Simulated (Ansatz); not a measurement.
**Ni3Si: changing the fixed moment of the cell**

```
Ni Si
1.0
     1.29280    0.74640    7.66199
    -1.29280    0.74640    7.66199
     0.00000   -1.49280    7.66199
Ni Si
3 1
Direct
  0.25473 0.25473 0.25473
  0.50000 0.50000 0.50000
  0.74527 0.74527 0.74527
  0.00000 0.00000 0.00000
```

The cell comes from a database or a generator and needn't be the stable form of this composition.

Kept alike: task single point; functional PBEsol; k mesh 10 × 10 × 10; occupations fermi-dirac, width 0.05 eV. Program: Ansatz, Ansatz PAW, cutoff 420 eV. The mesh is that of the run's cell of 4 atoms. No spin-orbit coupling.

| run | pressure (GPa) | largest site moment (μB) | free energy over the lowest row (meV/atom) |
| --- | --- | --- | --- |
| A | -0.55 | 1.15 | 176.60 |
| B | -3.07 | 0.93 | 68.14 |
| C | 6.91 | 1.42 | 578.57 |
| D | -5.04 | 0.77 | 20.20 |
| E | -6.39 | 0.00 | 2.18 |
| F | 18.67 | 1.69 | 1310.70 |
| G | 2.86 | 1.30 | 356.86 |
| H | -5.99 | 0.53 | 0.00 |

Pressure is positive in compression, with a Pulay correction for the finite cutoff. For a metal such a mesh leaves the last digits unconverged. The runs hold the magnetic state that their start led to, which needn't be the lowest. Site moments count inside each atom's sphere or projector. All rows use potentials made for PBE.

**Question.** The runs differ in the fixed moment of the cell alone: 0; 0.8; 1.5; 2.2; 3; 3.8; 4.5; 6 μB. Which run is which?

**Answer.** Run A is 3 μB; run B is 2.2 μB; run C is 4.5 μB; run D is 1.5 μB; run E is 0 μB; run F is 6 μB; run G is 3.8 μB; run H is 0.8 μB. The pressure rises from -6.39 to 18.67 GPa between 0 and 6 μB. The largest site moment rises from 0.00 to 1.69 μB between 0 and 6 μB. The free energy is lowest at 0.8, and 1310.70 meV an atom higher at 6.
